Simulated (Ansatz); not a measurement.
**Pb under changes of volume**

One of the cells (30.323 Å³/atom); the others are scaled copies at fixed shape and fractional positions:

```
Pb
1.0
     0.00000    2.47502    2.47502
     2.47502    0.00000    2.47502
     2.47502    2.47502    0.00000
Pb
1
Cartesian
  0.0000 0.0000 0.0000
```

| Property | Result |
| --- | --- |
| Program | Ansatz 0.2.0 |
| Functional | BHLYP |
| Potentials or basis | Ansatz PAW |
| Cutoff | 420 eV (not typed: the program's choice for these potentials) |
| k mesh | 5 × 5 × 5 |
| Occupations | fermi-dirac, width 0.05 eV |
| Spin | no spin polarisation |

```csv
volume (Å³/atom),energy over the lowest point (meV/atom),pressure (GPa)
28.503,61.42,6.5
29.110,39.64,5.0
29.716,23.16,3.7
30.323,11.41,2.5
30.929,3.92,1.5
31.535,?,?
32.142,0.00,-0.4
```

Question: What does the run at 31.535 Å³/atom give?

Answer: Energy over the lowest point 0.23 meV/atom; pressure 0.5 GPa.

Worked out: A Birch-Murnaghan fit of order 3 (a polynomial in V^(-2/3)) to the other rows has its minimum at 31.88 Å³/atom with B0 = V·E''(V) = 45 GPa and B' = 4.6. It gives 0.25 meV/atom at 31.535 Å³/atom, against the run's 0.23, and -dE/dV = 0.5 GPa, against 0.5.

Energies are extrapolated to zero smearing.

Caveats: all runs use coarse meshes; the PAW data sets come from PBE, with cores solved anew for the run's functional, which leaves a small shift of forces and pressure; the thresholds are loose for stress.
